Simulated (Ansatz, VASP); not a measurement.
# Two plane-wave programs on BN

```
CELL_PARAMETERS angstrom
0.00000 1.91393 1.62684
1.91393 0.00000 1.62684
1.91393 1.91393 0.00000
ATOMIC_POSITIONS crystal
B 0.00000 0.00000 0.00000
N 0.75000 0.75000 0.75000
```

Alike in both runs: task single point; functional PBE; k mesh 12 × 12 × 12; occupations gaussian, width 0.05 eV; no spin polarisation.

|  | VASP | Ansatz |
| --- | --- | --- |
| version | VASP 6.6.1 | Ansatz 0.2.0 |
| potentials or method | VASP PAW PBE potentials, release 64 (B, N) | scalar-relativistic, plane waves, PAW |
| plane-wave cutoff (eV) | 520 | 420 |
| valence electrons in the cell | 8 | 8 |

Ansatz gave:

- gap on the k mesh at the Fermi level (eV): 2.10
- least direct gap on the mesh (eV): 7.44
- pressure (GPa): -1.1
- largest component of the traceless stress (GPa): 51.94

Task: Which values does VASP return?

Result: gap on the k mesh at the Fermi level (eV): 2.09; least direct gap on the mesh (eV): 7.43; pressure (GPa): -0.9; largest component of the traceless stress (GPa): 51.96.

The functional is the same, so the differences come from potentials, cutoffs and numerics.

A k mesh can miss the band edges.
